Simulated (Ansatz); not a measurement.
# Ruthenium, omega (AlB2-type) under PBE: ground state and equation of state

The plan for ruthenium in the omega (AlB2-type) structure: relax it, solve it on a dense k-mesh, then scale the cell to 7 volumes from 88 to 112 % of the relaxed one and try a fit of the equation of state. Spin polarisation is left out. The k-meshes are 9×9×12 for the relaxation; 11×11×15 for the dense run; 10×10×13 for the volumes.

Method: DFT PBE, plane waves (420 eV) with PAW, scalar-relativistic, in Ansatz 0.2.0.

### Step 1. Starting point

The structure is hexagonal, space group P6/mmm (No. 191). Conventional cell: a = 4.247 Å, b = 4.247 Å, c = 2.603 Å, α = 90.00°, β = 90.00°, γ = 120.00°. Ru (site symmetry 6/mmm) has 14 Ru at 2.60 to 2.78 Å as nearest neighbours. Ru (site symmetry -6m2) has 11 Ru at 2.45 to 2.78 Å as nearest neighbours.

Structure file:

```cif
data_structure
_symmetry_space_group_name_H-M 'P6/mmm'
_symmetry_Int_Tables_number 191
_cell_length_a 4.2469
_cell_length_b 4.2469
_cell_length_c 2.6034
_cell_angle_alpha 90.000
_cell_angle_beta 90.000
_cell_angle_gamma 120.000
_cell_volume 40.66
loop_
_atom_site_label
_atom_site_type_symbol
_atom_site_symmetry_multiplicity
_atom_site_Wyckoff_symbol
_atom_site_fract_x
_atom_site_fract_y
_atom_site_fract_z
_atom_site_occupancy
Ru1 Ru 1 a 0.00000 0.00000 0.00000 1
Ru2 Ru 2 d 0.33333 0.66667 0.50000 1
```

### Step 2. Relaxation of the cell

Contents of input.yaml:

```yaml
crystal:
  lattice:
    - [4.2469224303, 0.0, 0.0]
    - [-2.1234612151, 3.6779427125, 0.0]
    - [0.0, 0.0, 2.6033634498]
  atoms:
    - { symbol: Ru, position: [0.0, 0.0, 0.0] }
    - { symbol: Ru, position: [0.3333333333, 0.6666666667, 0.5] }
    - { symbol: Ru, position: [0.6666666667, 0.3333333333, 0.5] }
hamiltonian:
  xc: pbe
  pseudopotentials:
    kind: paw
    azcp:
      Ru: "pseudopotentials/Ru.paw.azcp"
basis:
  ecutwfc: 420
  fft_grid_basis: typed
kpoints:
  mp_grid: { grid: [9, 9, 12], shift: [0, 0, 0] }
magnetization:
  spin_polarized: false
scf:
  occupations: { method: fermi_dirac, width: 0.1 }
relax:
  max_steps: 60
  f_tol: 0.01
  cell: {}
```

On the command line:

```sh
$ ansatz run input.yaml --threads 1 --pin off --max-ram 3584MiB --backend cpu --events-out ev --progress --plain --runs-dir out
```

Output:

```text
Engine: ansatz 0.2.0, x86_64-unknown-linux-gnu
Pseudopotentials: kind: paw
Pseudopotential: Ru, paw, valence charge 16, recommended cutoff 420 eV (normal), <dir>
Functional definition: PBE
  parameter kappa = 0.804
  parameter beta = 0.06672455060314922
  exchange = pbe_x(kappa = kappa, mu = beta*pi^2/3)
  correlation = pbe_c(beta = beta)
Crystal: 3 atoms, lattice volume = 40.664 Å³
Basis set: ecut = 420 eV, 783 PW (Γ), exchange–correlation on 60×60×36 points (8 copies of the dense FFT grid, shifted against one another)
Bands: 29, of which v1, the nominal top of the filled ones, is band 24 counted from 1 (23 counted from 0)
Symmetry: 24 space group operations
Space group: P6/mmm (ITA 191), of the structure as read, at distance tolerance 3.4e-5 Å
k-points: 84 of 972
Non-local potential: Ru, projectors of the file, l = 0: 3, l = 1: 2, l = 2: 2, l = 3: 1
PAW form: soft (Blöchl's): semilocal exchange-correlation on the pseudo side does not see the compensation charge
PAW one-centre angular grid: Ru, 590 points (default); XC on 64 Gauss nodes
Initial density: superposition of atomic densities (neutral atoms: chi_scale 0, normalization atom), corrected by the library's trained network
Initial wavefunctions: pseudopotential atomic-orbital guess
Functional: x = pbe(κ = 0.804, μ = 0.2195149727645171), c = pbe(β = 0.06672455060314922)
SCF iter   1: F=—  HF=-17635.266138 eV  |F-HF|=—  |Δ(HF+E_count)|=         —  Δρ=8.84e-3  dr2=1.23e-2  ethr=1.77e-3  ⟨swp⟩=4.9  Hψ=8853  notcnv=0
preconditioner: auto → none  [metal: Δε(μ)=0.000 eV  Ē_g=5.129 eV  σ=0.100 eV  W_gap=0.00  n_scr=8 (ndim 8)  ℏωp=28.5 eV  f_vac=0.000  D(μ)=3.31/eV (n_scr^D=44)  sad-step TF]
SCF iter   2: F=—  HF=-17635.267693 eV  |F-HF|=—  |Δ(HF+E_count)|=   1.56e-3  Δρ=4.85e-3  dr2=4.91e-3  ethr=2.56e-5  ⟨swp⟩=2.1  Hψ=4565  notcnv=0
SCF iter   3: F=—  HF=-17635.268287 eV  |F-HF|=—  |Δ(HF+E_count)|=   5.93e-4  Δρ=4.14e-4  dr2=4.62e-5  ethr=1.02e-5  ⟨swp⟩=2.2  Hψ=4010  notcnv=0
SCF iter   4: F=—  HF=-17635.268347 eV  |F-HF|=—  |Δ(HF+E_count)|=   6.00e-5  Δρ=1.24e-4  dr2=5.37e-6  ethr=9.63e-8  ⟨swp⟩=2.1  Hψ=4035  notcnv=0
SCF iter   5: F=—  HF=-17635.268345 eV  |F-HF|=—  |Δ(HF+E_count)|=   1.47e-6  Δρ=2.49e-5  dr2=1.24e-7  ethr=1.12e-8  ⟨swp⟩=2.0  Hψ=4387  notcnv=0
SCF iter   6: F=-17635.268345 eV  HF=-17635.268345 eV  |F-HF|=1.75e-9  |Δ(HF+E_count)|=   7.49e-9  Δρ=4.14e-6  dr2=3.91e-9  ethr=2.08e-10  ⟨swp⟩=4.0  Hψ=8080  notcnv=0
SCF 1 converged in 6 iterations: F = -17635.268345 eV  dr2 = 3.91e-9
relax step   1: F+E_penalty+E_count = -17635.26834511 eV  Δ(F+E_penalty+E_count) = +0.000e0 eV  max|allowed force component| = 2.467e-17 eV/Å  Δτ_max = 0.0000 Å  P = +12.756 GPa  Ω = 40.664 Å³  (6 SCF iters, dr2 threshold 1.00e-7 eV, accepted)
Crystal: 3 atoms, lattice volume = 43.944 Å³
Basis set: ecut = 420 eV, 903 PW (Γ), exchange–correlation on 60×60×36 points (8 copies of the dense FFT grid, shifted against one another)
Initial density: handed on by an earlier stage of this run
Initial wavefunctions: those handed on with the density
iter 1 solved again at ethr=3.76e-5 eV; its pass at ethr=3.10e-3 eV (dr2=1.80e-2 eV) is discarded
SCF iter   1: F=—  HF=-17635.304586 eV  |F-HF|=—  |Δ(HF+E_count)|=         —  Δρ=6.53e-3  dr2=1.82e-2  ethr=3.76e-5  ⟨swp⟩=2.1  Hψ=13209  notcnv=0
preconditioner: auto → none  [metal: Δε(μ)=0.011 eV  Ē_g=4.620 eV  σ=0.100 eV  W_gap=0.03  n_scr=8 (ndim 8)  ℏωp=27.4 eV  f_vac=0.000  D(μ)=3.77/eV (n_scr^D=44)]
SCF iter   2: F=—  HF=-17635.301878 eV  |F-HF|=—  |Δ(HF+E_count)|=   2.71e-3  Δρ=2.74e-3  dr2=1.53e-3  ethr=3.76e-5  ⟨swp⟩=2.0  Hψ=3399  notcnv=0
SCF iter   3: F=—  HF=-17635.301961 eV  |F-HF|=—  |Δ(HF+E_count)|=   8.36e-5  Δρ=8.71e-4  dr2=2.16e-4  ethr=3.19e-6  ⟨swp⟩=2.0  Hψ=3895  notcnv=0
SCF iter   4: F=—  HF=-17635.301888 eV  |F-HF|=—  |Δ(HF+E_count)|=   7.31e-5  Δρ=1.04e-4  dr2=2.47e-6  ethr=4.49e-7  ⟨swp⟩=2.1  Hψ=3328  notcnv=0
iter 5 did not close the SCF: its close was put off for the readings that it lacked (scf_convergence_deferred on its scf_iter line)
SCF iter   5: F=-17635.301889 eV  HF=-17635.301889 eV  |F-HF|=1.36e-9  |Δ(HF+E_count)|=   7.70e-7  Δρ=2.17e-5  dr2=5.93e-8  ethr=5.15e-9  ⟨swp⟩=2.6  Hψ=4123  notcnv=0
SCF iter   6: F=-17635.301889 eV  HF=-17635.301889 eV  |F-HF|=6.48e-10  |Δ(HF+E_count)|=   1.04e-8  Δρ=2.65e-6  dr2=1.18e-9  ethr=1.24e-10  ⟨swp⟩=2.0  Hψ=8397  notcnv=0
SCF 2 converged in 6 iterations: F = -17635.301889 eV  dr2 = 1.18e-9
relax step   2: F+E_penalty+E_count = -17635.30188880 eV  Δ(F+E_penalty+E_count) = -3.354e-2 eV  max|allowed force component| = 7.093e-17 eV/Å  Δτ_max = 0.0000 Å  P = -9.641 GPa  Ω = 43.944 Å³  energy of the carried Pulay correction = -1.522e-3 eV  (6 SCF iters, dr2 threshold 3.00e-7 eV, accepted)
Crystal: 3 atoms, lattice volume = 42.535 Å³
Basis set: ecut = 420 eV, 843 PW (Γ), exchange–correlation on 60×60×36 points (8 copies of the dense FFT grid, shifted against one another)
iter 1 solved again at ethr=7.89e-6 eV; its pass at ethr=3.10e-3 eV (dr2=3.79e-3 eV) is discarded
SCF iter   1: F=—  HF=-17635.352986 eV  |F-HF|=—  |Δ(HF+E_count)|=         —  Δρ=2.82e-3  dr2=3.31e-3  ethr=7.89e-6  ⟨swp⟩=2.0  Hψ=11223  notcnv=0
preconditioner: auto → none  [metal: Δε(μ)=0.031 eV  Ē_g=4.843 eV  σ=0.100 eV  W_gap=0.08  n_scr=8 (ndim 8)  ℏωp=27.9 eV  f_vac=0.000  D(μ)=3.53/eV (n_scr^D=44)]
SCF iter   2: F=—  HF=-17635.352418 eV  |F-HF|=—  |Δ(HF+E_count)|=   5.68e-4  Δρ=1.11e-3  dr2=2.53e-4  ethr=6.89e-6  ⟨swp⟩=2.0  Hψ=3399  notcnv=0
SCF iter   3: F=—  HF=-17635.352410 eV  |F-HF|=—  |Δ(HF+E_count)|=   8.17e-6  Δρ=3.77e-4  dr2=3.29e-5  ethr=5.28e-7  ⟨swp⟩=1.0  Hψ=2436  notcnv=0
iter 4 did not close the SCF: its close was put off for the readings that it lacked (scf_convergence_deferred on its scf_iter line)
SCF iter   4: F=-17635.352414 eV  HF=-17635.352414 eV  |F-HF|=7.45e-8  |Δ(HF+E_count)|=   3.69e-6  Δρ=3.56e-5  dr2=2.55e-7  ethr=6.85e-8  ⟨swp⟩=2.4  Hψ=3816  notcnv=0
iter 5 did not close the SCF: its close was put off for the readings that it lacked (scf_convergence_deferred on its scf_iter line)
SCF iter   5: F=-17635.352414 eV  HF=-17635.352414 eV  |F-HF|=2.00e-10  |Δ(HF+E_count)|=   6.50e-8  Δρ=8.92e-6  dr2=9.22e-9  ethr=5.31e-10  ⟨swp⟩=2.4  Hψ=4127  notcnv=0
SCF iter   6: F=-17635.352414 eV  HF=-17635.352414 eV  |F-HF|=1.16e-10  |Δ(HF+E_count)|=   2.67e-9  Δρ=8.91e-7  dr2=1.77e-10  ethr=1.92e-11  ⟨swp⟩=1.4  Hψ=7432  notcnv=0
SCF 3 converged in 6 iterations: F = -17635.352414 eV  dr2 = 1.77e-10
relax step   3: F+E_penalty+E_count = -17635.35241384 eV  Δ(F+E_penalty+E_count) = -5.053e-2 eV  max|allowed force component| = 1.049e-16 eV/Å  Δτ_max = 0.0000 Å  P = -1.180 GPa  Ω = 42.535 Å³  energy of the carried Pulay correction = -8.740e-4 eV  (6 SCF iters, dr2 threshold 3.00e-7 eV, accepted)
Crystal: 3 atoms, lattice volume = 42.350 Å³
iter 1 solved again at ethr=1.06e-7 eV; its pass at ethr=3.10e-3 eV (dr2=5.10e-5 eV) is discarded
SCF iter   1: F=—  HF=-17635.353159 eV  |F-HF|=—  |Δ(HF+E_count)|=         —  Δρ=3.61e-4  dr2=5.32e-5  ethr=1.06e-7  ⟨swp⟩=2.0  Hψ=10768  notcnv=0
preconditioner: auto → none  [metal: Δε(μ)=0.032 eV  Ē_g=4.866 eV  σ=0.100 eV  W_gap=0.08  n_scr=8 (ndim 8)  ℏωp=28.0 eV  f_vac=0.000  D(μ)=3.52/eV (n_scr^D=44)]
SCF iter   2: F=—  HF=-17635.353135 eV  |F-HF|=—  |Δ(HF+E_count)|=   2.41e-5  Δρ=1.48e-4  dr2=4.52e-6  ethr=1.06e-7  ⟨swp⟩=2.0  Hψ=3398  notcnv=0
SCF iter   3: F=—  HF=-17635.353135 eV  |F-HF|=—  |Δ(HF+E_count)|=   2.68e-7  Δρ=4.79e-5  dr2=5.96e-7  ethr=9.42e-9  ⟨swp⟩=1.0  Hψ=2456  notcnv=0
iter 4 did not close the SCF: its close was put off for the readings that it lacked (scf_convergence_deferred on its scf_iter line)
SCF iter   4: F=-17635.353135 eV  HF=-17635.353135 eV  |F-HF|=2.98e-9  |Δ(HF+E_count)|=   5.79e-8  Δρ=5.75e-6  dr2=7.35e-9  ethr=1.24e-9  ⟨swp⟩=2.5  Hψ=4098  notcnv=0
iter 5 did not close the SCF: its close was put off for the readings that it lacked (scf_convergence_deferred on its scf_iter line)
SCF iter   5: F=-17635.353135 eV  HF=-17635.353135 eV  |F-HF|=3.64e-12  |Δ(HF+E_count)|=  3.35e-10  Δρ=1.24e-6  dr2=1.76e-10  ethr=1.53e-11  ⟨swp⟩=2.1  Hψ=3998  notcnv=0
SCF iter   6: F=-17635.353135 eV  HF=-17635.353135 eV  |F-HF|=3.64e-12  |Δ(HF+E_count)|=  4.00e-11  Δρ=1.60e-7  dr2=4.80e-12  ethr=1.00e-12  ⟨swp⟩=1.0  Hψ=5634  notcnv=0
SCF 4 converged in 6 iterations: F = -17635.353135 eV  dr2 = 4.80e-12
relax step   4: F+E_penalty+E_count = -17635.35313500 eV  Δ(F+E_penalty+E_count) = -7.212e-4 eV  max|allowed force component| = 3.701e-17 eV/Å  Δτ_max = 0.0000 Å  P = +0.070 GPa  Ω = 42.350 Å³  energy of the carried Pulay correction = -7.866e-4 eV  (6 SCF iters, dr2 threshold 3.00e-7 eV, accepted)
Crystal: 3 atoms, lattice volume = 42.362 Å³
iter 1 solved again at ethr=1.23e-9 eV; its pass at ethr=3.10e-3 eV (dr2=5.88e-7 eV) is discarded
SCF iter   1: F=—  HF=-17635.353154 eV  |F-HF|=—  |Δ(HF+E_count)|=         —  Δρ=2.99e-5  dr2=2.96e-7  ethr=1.23e-9  ⟨swp⟩=3.0  Hψ=11492  notcnv=0
preconditioner: auto → none  [metal: Δε(μ)=0.030 eV  Ē_g=4.864 eV  σ=0.100 eV  W_gap=0.08  n_scr=8 (ndim 8)  ℏωp=27.9 eV  f_vac=0.000  D(μ)=3.52/eV (n_scr^D=44)]
iter 2 did not close the SCF: its close was put off for the readings that it lacked (scf_convergence_deferred on its scf_iter line)
SCF iter   2: F=-17635.353137 eV  HF=-17635.353137 eV  |F-HF|=2.98e-10  |Δ(HF+E_count)|=   1.74e-5  Δρ=1.32e-5  dr2=2.90e-8  ethr=6.17e-10  ⟨swp⟩=2.0  Hψ=3555  notcnv=0
iter 3 did not close the SCF: its close was put off for the readings that it lacked (scf_convergence_deferred on its scf_iter line)
SCF iter   3: F=-17635.353137 eV  HF=-17635.353137 eV  |F-HF|=2.58e-10  |Δ(HF+E_count)|=   1.34e-9  Δρ=3.53e-6  dr2=2.87e-9  ethr=6.03e-11  ⟨swp⟩=1.9  Hψ=4143  notcnv=0
iter 4 did not close the SCF: its close was put off for the readings that it lacked (scf_convergence_deferred on its scf_iter line)
SCF iter   4: F=-17635.353137 eV  HF=-17635.353137 eV  |F-HF|=1.09e-11  |Δ(HF+E_count)|=  3.67e-10  Δρ=5.71e-7  dr2=5.04e-11  ethr=5.98e-12  ⟨swp⟩=2.0  Hψ=3382  notcnv=0
iter 5 did not close the SCF: its close was put off for the readings that it lacked (scf_convergence_deferred on its scf_iter line)
SCF iter   5: F=-17635.353137 eV  HF=-17635.353137 eV  |F-HF|=7.28e-12  |Δ(HF+E_count)|=  1.82e-11  Δρ=1.10e-7  dr2=2.11e-12  ethr=1.00e-12  ⟨swp⟩=1.0  Hψ=2436  notcnv=0
SCF iter   6: F=-17635.353137 eV  HF=-17635.353137 eV  |F-HF|=0.00e0  |Δ(HF+E_count)|=    0.00e0  Δρ=1.50e-8  dr2=2.58e-14  ethr=1.00e-12  ⟨swp⟩=1.0  Hψ=5219  notcnv=0
SCF 5 converged in 6 iterations: F = -17635.353137 eV  dr2 = 2.58e-14
relax step   5: F+E_penalty+E_count = -17635.35313660 eV  Δ(F+E_penalty+E_count) = -1.603e-6 eV  max|allowed force component| = 8.172e-17 eV/Å  Δτ_max = 0.0000 Å  P = +0.001 GPa  Ω = 42.362 Å³  energy of the carried Pulay correction = -7.915e-4 eV  (6 SCF iters, dr2 threshold 6.22e-8 eV, accepted)
Initial wavefunctions: pseudopotential atomic-orbital guess (no wavefunctions were taken with the density)
iter 1 solved again at ethr=1.94e-8 eV; its pass at ethr=3.10e-3 eV (dr2=9.33e-6 eV) is discarded
SCF iter   1: F=—  HF=-17635.353817 eV  |F-HF|=—  |Δ(HF+E_count)|=         —  Δρ=1.42e-4  dr2=8.09e-7  ethr=1.94e-8  ⟨swp⟩=3.0  Hψ=15871  notcnv=0
SCF iter   2: F=—  HF=-17635.353807 eV  |F-HF|=—  |Δ(HF+E_count)|=   1.01e-5  Δρ=6.87e-5  dr2=1.66e-7  ethr=1.69e-9  ⟨swp⟩=2.0  Hψ=4456  notcnv=0
SCF iter   3: F=—  HF=-17635.353809 eV  |F-HF|=—  |Δ(HF+E_count)|=   1.81e-6  Δρ=8.67e-6  dr2=1.15e-8  ethr=3.45e-10  ⟨swp⟩=2.3  Hψ=3640  notcnv=0
SCF iter   4: F=—  HF=-17635.353809 eV  |F-HF|=—  |Δ(HF+E_count)|=   1.97e-8  Δρ=1.93e-6  dr2=2.85e-10  ethr=2.40e-11  ⟨swp⟩=2.6  Hψ=4515  notcnv=0
iter 5 did not close the SCF: its close was put off for the readings that it lacked (scf_convergence_deferred on its scf_iter line)
SCF iter   5: F=-17635.353809 eV  HF=-17635.353809 eV  |F-HF|=3.64e-12  |Δ(HF+E_count)|=   1.13e-9  Δρ=1.49e-7  dr2=3.23e-12  ethr=1.00e-12  ⟨swp⟩=1.1  Hψ=2443  notcnv=0
SCF iter   6: F=-17635.353809 eV  HF=-17635.353809 eV  |F-HF|=0.00e0  |Δ(HF+E_count)|=    0.00e0  Δρ=3.45e-8  dr2=1.59e-13  ethr=1.00e-12  ⟨swp⟩=3.8  Hψ=9754  notcnv=0
SCF 6 converged in 6 iterations: F = -17635.353809 eV  dr2 = 1.59e-13
relax step   6: F+E_penalty+E_count = -17635.35380873 eV  Δ(F+E_penalty+E_count) = -6.721e-4 eV  max|allowed force component| = 8.635e-17 eV/Å  Δτ_max = 0.0000 Å  P = -0.014 GPa  Ω = 42.362 Å³  stress off target by 1.53e-2 GPa  SCF on the basis re-selected at this cell (its energy is not comparable with the rows above)  (6 SCF iters)
basis re-selected at this cell: Δ(F+E_penalty+E_count) = -6.721e-4 eV, ΔP = -0.015 GPa vs the last step (what re-selecting the basis moved, of the pressure what is left beyond the Pulay correction that the steps carried, after the strain that the cell walked since its last selection, with what the two solves' SCF thresholds leave and, on support functions, any second-order correction that the steps lacked; it is no measure of the basis error at this ecutwfc). This SCF's stress stands 1.53e-2 GPa from its target on what of the cell is left free (relax.cell.stress_tol is 5.00e-2 GPa) and its largest allowed force component is 8.64e-17 eV/Å (relax.f_tol is 1.00e-2 eV/Å): within both
SCF converged after 6 iterations
Free energy (F): -17635.353809 eV
Harris-Foulkes:  -17635.353809 eV  (|F-HF|=0.00e0)
Internal energy: -17635.237481 eV  (E = F + TS)
E sigma→0 (E₀):  -17635.295645 eV
Entropy (-TS):   -0.116328 eV (-38.776 meV/atom)
Fermi energy:    22.600588 eV
--- Per-component energies (eV) ---
  E_band       = -205.695922
  E_kinetic    = 1541.249970
  E_local      = -3923.811973  (includes V_loc(G=0)·N_el)
  E_nonlocal   = 1030.283603
  E_hartree    = 1264.227502
  E_xc         = -570.703836
  E_vxc        = -716.393969  (∫ρ·V_xc dr)
  E_paw        = -10382.534523  (= ΣΔE_a)
  E_vpaw       = -665.478070  (= ΣTr[D̂ρ^β])
  E_aug_tail   = -0.000478  (compensation charges beyond the density's cutoff)
  E_ewald      = -6593.947746
  E_smearing   = -0.116328  (= −TS)
  E_closure    = 0.000000  (closes the sum)
  Σ components = -17635.353809   (vs F -17635.353809, Δ=0.00e0)
--- Forces (eV/Å), atoms counted from 1 ---
  atom   1  Ru     0.00000000     0.00000000     0.00000000
  atom   2  Ru    -0.00000000     0.00000000    -0.00000000
  atom   3  Ru     0.00000000    -0.00000000     0.00000000
  max |Σ_I F_I| component: 4.63e-18 eV/Å
--- Stress (GPa, compression-positive) ---
       -0.013563       0.000000       0.000000
        0.000000      -0.013563       0.000000
        0.000000       0.000000      -0.015263
  P = ⅓ Tr σ = -0.0141 GPa (-0.141 kbar)
--- Band table (eV; the first three rows and the last of 84) ---
  k-point 0: bands = ["-50.6413", "-50.3913", "-50.3810", "-20.9458", "-20.9458", "-20.5517", "-20.5517", "-20.2956", "-20.0524", "-20.0270", "-19.9931", "-19.9931", "14.6816", "16.7125", "19.2281", "19.2281", "19.2703", "19.2703", "19.3292", "19.8580", "20.5172", "20.5172", "21.1856", "21.1856", "21.2971", "21.2971", "24.2163", "24.2163", "31.8148"]
  k-point 1: bands = ["-50.6360", "-50.3888", "-50.3772", "-20.9413", "-20.9413", "-20.5406", "-20.5406", "-20.3310", "-20.0880", "-20.0688", "-19.9973", "-19.9973", "14.8709", "16.9042", "18.9839", "18.9839", "19.0947", "19.0947", "19.6018", "20.0496", "20.3679", "20.3679", "21.3250", "21.3250", "21.5257", "21.5257", "24.1243", "24.1243", "31.9644"]
  k-point 2: bands = ["-50.6214", "-50.3819", "-50.3670", "-20.9288", "-20.9288", "-20.5090", "-20.5090", "-20.4270", "-20.1844", "-20.1825", "-20.0099", "-20.0099", "15.3995", "17.4327", "18.3927", "18.3927", "18.6722", "18.6722", "20.2982", "20.2982", "20.3905", "20.6294", "21.3206", "21.3206", "22.0550", "22.0550", "23.9424", "23.9424", "32.2890"]
  k-point 83: bands = ["-50.4432", "-50.4432", "-50.3551", "-21.1007", "-20.7579", "-20.7579", "-20.5129", "-20.4915", "-20.4915", "-20.2689", "-20.2689", "-19.9935", "16.3789", "17.9008", "18.0712", "18.0712", "18.5909", "18.5909", "19.6577", "19.6577", "20.6072", "20.6072", "21.7767", "23.6843", "24.3708", "24.5690", "24.5690", "25.3686", "28.3782"]
--- Relaxed structure (5 steps of the walk, 5 accepted, 1 SCFs on fresh bases) ---
  F+E_penalty+E_count = -17635.35380873 eV   max|allowed force component| = 8.635e-17 eV/Å   (the final SCF, on the basis selected at the relaxed cell)
  cell:  # Å, volume = 42.3616 Å³
    - [4.269673263792096, -2.9022099475352232e-11, 0.0]
    - [-2.1348366318709138, 3.6976455123176826, 0.0]
    - [0.0, 0.0, 2.6831934032961224]
  atoms:
    - { symbol: Ru, position: [9.575660974508585e-35, 8.727387813118966e-35, 0.0] }
    - { symbol: Ru, position: [0.3333333333333333, 0.6666666666666665, 0.5] }
    - { symbol: Ru, position: [0.6666666666666666, 0.33333333333333326, 0.5] }
```

Run time: 40 s. Hardware: 1 thread of Intel Xeon Platinum 8259CL at 2.50GHz (Skylake/Cascade Lake), shared host; peak memory 0.55 GiB.

The steps of the relaxation:

| step | energy change (meV/atom) | largest force (eV/Å) | pressure (GPa) | volume (Å³/atom) |
| --- | --- | --- | --- | --- |
| 1 | 0.00 | 0.0000 | 12.76 | 13.555 |
| 2 | -11.18 | 0.0000 | -9.64 | 14.648 |
| 3 | -28.02 | 0.0000 | -1.18 | 14.178 |
| 4 | -28.26 | 0.0000 | 0.07 | 14.117 |
| 5 | -28.26 | 0.0000 | 0.00 | 14.121 |
| 6 | -28.49 | 0.0000 | -0.01 | 14.121 |

Steps that repeat a cell are solved on a basis chosen anew, so their changes of energy are no gain of the relaxation.

The cell of the run, before and after:

|  | before | after | change |
| --- | --- | --- | --- |
| a (Å) | 4.247 | 4.270 | +0.5 % |
| b (Å) | 4.247 | 4.270 | +0.5 % |
| c (Å) | 2.603 | 2.683 | +3.1 % |
| volume (Å³/atom) | 13.555 | 14.121 | +4.2 % |
| shortest distance (Å) | 2.452 | 2.465 | +0.5 % |
| space group (spins left aside) | P6/mmm | P6/mmm | same |

### Step 3. The energy on a finer k-mesh

Contents of input.yaml:

```yaml
crystal:
  lattice:
    - [4.2696732638, 0.0, 0.0]
    - [-2.1348366319, 3.6976455123, 0.0]
    - [0.0, 0.0, 2.6831934033]
  atoms:
    - { symbol: Ru, position: [0.0, 0.0, 0.0] }
    - { symbol: Ru, position: [0.3333333333, 0.6666666667, 0.5] }
    - { symbol: Ru, position: [0.6666666667, 0.3333333333, 0.5] }
hamiltonian:
  xc: pbe
  pseudopotentials:
    kind: paw
    azcp:
      Ru: "pseudopotentials/Ru.paw.azcp"
basis:
  ecutwfc: 420
  fft_grid_basis: typed
kpoints:
  mp_grid: { grid: [11, 11, 15], shift: [0, 0, 0] }
magnetization:
  spin_polarized: false
scf:
  occupations: { method: fermi_dirac, width: 0.1 }
```

On the command line:

```sh
$ ansatz run input.yaml --threads 1 --pin off --max-ram 3584MiB --backend cpu --events-out ev --progress --plain --runs-dir out
```

Output, shortened:

```text
[...]
Pseudopotentials: kind: paw
Pseudopotential: Ru, paw, valence charge 16, recommended cutoff 420 eV (normal), <dir>
Functional definition: PBE
[...]
Crystal: 3 atoms, lattice volume = 42.362 Å³
Basis set: ecut = 420 eV, 843 PW (Γ)
Bands: 29, of which v1, the nominal top of the filled ones, is band 24 counted from 1 (23 counted from 0)
Symmetry: 24 space group operations
Space group: P6/mmm (ITA 191), of the structure as read, at distance tolerance 3.5e-5 Å
k-points: 128 of 1815
[...]
SCF iter   1: F=—  HF=-17635.347935 eV  |F-HF|=—  |Δ(HF+E_count)|=         —  Δρ=9.21e-3  dr2=1.72e-2  ethr=1.77e-3  ⟨swp⟩=4.9  Hψ=13029  notcnv=0
[...]
SCF iter   6: F=-17635.350926 eV  HF=-17635.350926 eV  |F-HF|=2.94e-9  |Δ(HF+E_count)|=   7.53e-8  Δρ=5.16e-6  dr2=5.91e-9  ethr=2.08e-10  ⟨swp⟩=2.5  Hψ=7602  notcnv=0
[...]
SCF converged after 6 iterations
Free energy (F): -17635.350926 eV
[...]
E sigma→0 (E₀):  -17635.290792 eV
Entropy (-TS):   -0.120268 eV (-40.089 meV/atom)
Fermi energy:    22.596992 eV
[...]
```

Wall time 8.6 s (1 thread of Intel Xeon Platinum 8259CL at 2.50GHz (Skylake/Cascade Lake), shared host); peak memory 0.55 GiB.

(Part 1 of 2 ends here.)
